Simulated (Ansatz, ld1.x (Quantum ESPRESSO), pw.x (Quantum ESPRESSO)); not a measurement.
# What a changed setting does to a pw.x run (bcc Si)

Potential: norm-conserving Troullier–Martins (Kleinman–Bylander form), ld1.x (Quantum ESPRESSO) 7.5, PBE; core [Ne], reference 3s1.5 3p2.5; waves: 3s (bound): rc 1.60 bohr; 3p (bound): rc 1.55 bohr; 3d channel at 0.05 Ry: rc 1.70 bohr; local part: all-electron potential smoothed inside 1.30 bohr (lloc = -2); core correction: a·sin(br)/r model core inside 1.55 bohr.

The reference run (k-mesh 15³, cutoffs 55/220 Ry, Fermi–Dirac 0.01 Ry, mixing_beta 0.4, conv_thr 1e-9, no spin) gives -0.22 GPa at 14.593 Å³/atom, where all-electron LAPW gives 0.35 GPa. This run, with its own iteration cap, changes mixing_mode to local-TF.

```
&control
  calculation='scf', prefix='x', pseudo_dir='./', outdir='./tmp', tstress=.true., disk_io='none'
/
&system
  ibrav=0, nat=1, ntyp=1, ecutwfc=55, ecutrho=220, nbnd=9,
  occupations='smearing', smearing='fd', degauss=0.01
/
&electrons
  conv_thr=1e-09, mixing_beta=0.4, electron_maxstep=60, mixing_mode='local-TF'
/
ATOMIC_SPECIES
Si 1.0 Si.UPF
CELL_PARAMETERS angstrom
  -1.53943562 1.53943562 1.53943562
  1.53943562 -1.53943562 1.53943562
  1.53943562 1.53943562 -1.53943562
ATOMIC_POSITIONS crystal
Si 0.0000 0.0000 0.0000
K_POINTS automatic
15 15 15 0 0 0
```

```bash
pw.x < Si.scf.in > Si.scf.out
```

Q: How does the run end?

A: It converges in 7 iterations; the free energy moves by +0.0 meV/atom and the pressure by +0.00 GPa. The result is that of the reference run.

```
Message from routine setup:
     using ibrav=0 with symmetry is DISCOURAGED, use correct ibrav instead
     lattice parameter (alat)  =       5.0387  a.u.
     unit-cell volume          =      98.4784 (a.u.)^3
     number of electrons       =         4.00
     number of Kohn-Sham states=            9
     kinetic-energy cutoff     =      55.0000  Ry
     charge density cutoff     =     220.0000  Ry
     scf convergence threshold =      1.0E-09
     Exchange-correlation= PBE
     number of k points=   120  Fermi-Dirac smearing, width (Ry)=  0.0100
     iteration #  1     ecut=    55.00 Ry     beta= 0.40
     total energy              =      -8.05674600 Ry
     estimated scf accuracy    <       0.00161276 Ry
     iteration #  2     ecut=    55.00 Ry     beta= 0.40
     total energy              =      -8.05654996 Ry
     estimated scf accuracy    <       0.00078179 Ry
     iteration #  3     ecut=    55.00 Ry     beta= 0.40
     total energy              =      -8.05658363 Ry
     estimated scf accuracy    <       0.00000014 Ry
     iteration #  4     ecut=    55.00 Ry     beta= 0.40
     total energy              =      -8.05658464 Ry
     estimated scf accuracy    <       0.00000007 Ry
     iteration #  5     ecut=    55.00 Ry     beta= 0.40
     total energy              =      -8.05658461 Ry
     estimated scf accuracy    <       0.00000014 Ry
     iteration #  6     ecut=    55.00 Ry     beta= 0.40
     total energy              =      -8.05658462 Ry
     estimated scf accuracy    <       0.00000001 Ry
     iteration #  7     ecut=    55.00 Ry     beta= 0.40
     the Fermi energy is    10.4712 ev
!    total energy              =      -8.05658462 Ry
     estimated scf accuracy    <          2.6E-11 Ry
     smearing contrib. (-TS)   =      -0.00186140 Ry
     The total energy is F=E-TS. E is the sum of the following terms:
     one-electron contribution =       4.63521342 Ry
     hartree contribution      =       0.02859204 Ry
     xc contribution           =      -2.71070823 Ry
     ewald contribution        =     -10.00782044 Ry
     convergence has been achieved in   7 iterations
          total   stress  (Ry/bohr**3)                   (kbar)     P=       -2.25
     Message from routine punch:
     Nothing written, as per user request (disk_io='none')
```

The run took about 6.1 s on one core of a shared host (Neoverse-V2, 192 threads, 742 GiB, load 41).
